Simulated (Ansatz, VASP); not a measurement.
**Y in VASP and in Ansatz**

```
Y
1.0
     3.54322    0.00000    0.00000
    -1.77161    3.06852    0.00000
     0.00000    0.00000    5.50519
Y
2
Direct
  0.33333 0.66667 0.25000
  0.66667 0.33333 0.75000
```

Alike in both runs: functional LDA; k mesh 15 × 15 × 8; occupations gaussian, width 0.1 eV; no spin polarisation.

Ansatz relaxed the structure, and its values are those at the end. VASP's run is a single point on that final structure, the one shown.

|  | VASP | Ansatz |
| --- | --- | --- |
| version | VASP 6.6.1 | Ansatz 0.2.0 |
| potentials or method | VASP PAW LDA potentials, release 64 (Y_sv) | scalar-relativistic, plane waves, PAW |
| plane-wave cutoff (eV) | 520 | 420 |
| valence electrons in the cell | 22 | 22 |

|  | VASP | Ansatz | Ansatz less VASP |
| --- | --- | --- | --- |
| gap on the k mesh at the Fermi level (eV) | none | none | - |
| pressure (GPa) | -0.1 | 0.0 | +0.15 |

A gap of «none» marks a metal or a gap that the smearing closes. Ansatz warned: «pseudo_functional_mismatch».
